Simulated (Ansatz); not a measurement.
# KF at -1.8 GPa: from Born charge to LO–TO splitting and polaron coupling

Method: DFT PBEsol, scalar-relativistic, plane waves, PAW in Ansatz. Cutoff 420 eV, 8×8×8 k-points (Γ-centred), fixed occupations. No spin polarisation. Phonons by linear response, acoustic sum rule imposed.

The cell is fixed (symmetry leaves no force on the atoms) and stands under -1.8 GPa:
```
K F
1.0
     3.23330    0.00000    0.00000
     0.00000    3.23330    0.00000
     0.00000    0.00000    3.23330
K F
1 1
Direct
  0.00000 0.00000 0.00000
  0.50000 0.50000 0.50000
```

The cell is the ideal cubic caesium chloride prototype; this isn't the usual structure of the compound.

Linear response gives ν_TO = 117.2 cm⁻¹, Born charges ±1.176 e (positive on K) and ε∞ = 2.180. The primitive cell holds 33.802 Å³, and the masses are 39.098 and 18.998 amu.

**Question.** Find ν_LO and the static dielectric constant.

**Answer.** The long-wave field adds a restoring force: ω_LO² − ω_TO² = Z*²e²/(ε_vac ε∞ μV). In these units ν_LO² − ν_TO² = 4.92064×10⁷ Z*²/(μ V ε∞) cm⁻², with μ = m₁m₂/(m₁ + m₂) = 12.786 amu: 72227 cm⁻². So ν_LO = √(117.2² + 72227) = 293.2 cm⁻¹, and the run gives 293.2. Lyddane–Sachs–Teller then gives ε0 = ε∞ (ν_LO/ν_TO)² = 13.63, against 13.64 in the run (it forms both from the same three quantities, so the match checks the arithmetic only). Between ν_TO and ν_LO the dielectric function is negative and an undamped crystal reflects fully: a reststrahlen band from 34.1 to 85.3 μm.

**Question.** What do the Clausius–Mossotti polarisability and the Szigeti charge come to?

**Answer.** With the Lorentz local field, α = (3V/4π)(ε∞ − 1)/(ε∞ + 2) = 2.28 Å³ for the pair, and e_S = 3Z*/(ε∞ + 2) = 0.84 e. The Born charge includes the electrons' response to the dipole's own local field, and e_S takes that enhancement out. The Lorentz field assumes point-like polarisable ions, a fair picture at this small ε∞.

**Question.** How strongly does a slow electron couple to the LO mode?

**Answer.** For one isotropic parabolic band, Fröhlich's constant is α_F = (1/ε∞ − 1/ε0) √(m* Ry/ħω_LO), with Ry = 13.606 eV, ħω_LO = 36.4 meV and m* in free-electron masses: α_F = 0.3854 × 19.35 × √m* = 7.45 √m*. The band mass isn't part of this run; for m* = 0.1, 0.3 and 1 it gives 2.36, 4.08, 7.45. In weak coupling the polaron lies α_F ħω_LO below the band edge (148 meV at m* = 0.3) with a mass m*(1 + α_F/6); past α_F of about 5 or 6 that expansion fails. A semilocal functional's ε∞ tends to be too large, which taken alone lowers α_F.